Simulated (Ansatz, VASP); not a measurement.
**Two plane-wave programs on BaTe**

Contents of INCAR:

```
SYSTEM = BaTe
PREC = Accurate
ENCUT = 520
EDIFF = 1E-7
ISMEAR = 0
SIGMA = 0.05
LREAL = .FALSE.
LASPH = .TRUE.
NELM = 150
ALGO = Normal
ISIF = 2
LWAVE = .FALSE.
LCHARG = .FALSE.
LNONCOLLINEAR = .TRUE.
MAGMOM = 0 0 0 0 0 0
LORBIT = 11
LSORBIT = .TRUE.
GGA_COMPAT = .FALSE.
LORBMOM = .TRUE.
GGA = PE
NBANDS = 28
```

The input KPOINTS:

```
Automatic mesh
0
G
  6 6 6
  0 0 0
```

POSCAR

```
BaTe
1.0
    0.0000000000      3.4099993980      3.4099993980
    3.4099993980      0.0000000000      3.4099993980
    3.4099993980      3.4099993980      0.0000000000
Ba Te
1 1
Direct
    0.5000000000      0.5000000000      0.5000000000
    0.0000000000      0.0000000000      0.0000000000
```

Input for Ansatz:

```yaml
crystal:
  lattice:
    - [0.0, 3.409999398, 3.409999398]
    - [3.409999398, 0.0, 3.409999398]
    - [3.409999398, 3.409999398, 0.0]
  atoms:
    - { symbol: Ba, position: [0.5, 0.5, 0.5] }
    - { symbol: Te, position: [0.0, 0.0, 0.0] }
basis:
  ecutwfc: 420
  ecutrho_ratio: 4
kpoints:
  mp_grid: { grid: [6, 6, 6] }
  band_path:
    path:
      - [[0.0, 0.0, 0.0], [0.5, 0.0, 0.5], [0.625, 0.25, 0.625]]
      - [[0.375, 0.375, 0.75], [0.0, 0.0, 0.0], [0.5, 0.5, 0.5], [0.5, 0.25, 0.75], [0.5, 0.0, 0.5]]
    npoints: 10
hamiltonian:
  xc: pbe
scf:
  occupations: { method: gaussian, width: 0.05 }
output:
  forces: true
  stress: true
  eigenvalues: true
  populations: true
  eigenstates:
    nscf_kmesh: { grid: [14, 14, 14] }
    de_dk: true
    e_range: [-2.5, 3.928373615651]
  write_density: true
  write_potential: true
  elf: true
  volumetric_format: npy
magnetization:
  noncollinear: true
  spin_orbit: true
```

Alike in both runs: task single point; functional PBE; k mesh 6 × 6 × 6; occupations gaussian, width 0.05 eV; non-collinear spin, spin-orbit coupling.

|  | VASP | Ansatz |
| --- | --- | --- |
| version | VASP 6.6.1 | Ansatz 0.2.0 |
| potentials or method | VASP PAW PBE potentials, release 64 (Ba_sv, Te) | plane waves, PAW |
| plane-wave cutoff (eV) | 520 | 420 |
| valence electrons in the cell | 16 | 26 |

```csv
,VASP,Ansatz,Ansatz less VASP
gap on the k mesh at the Fermi level (eV),1.04,1.15,+0.107
least direct gap on the mesh (eV),1.41,1.48,+0.069
pressure (GPa),4.2,3.8,-0.44
net moment per atom (μB),0.00,0.00,0.000
```

With one functional, cell and mesh, what is left measures potentials, basis and numerics. The two sets of potentials don't hold the same shells in valence.
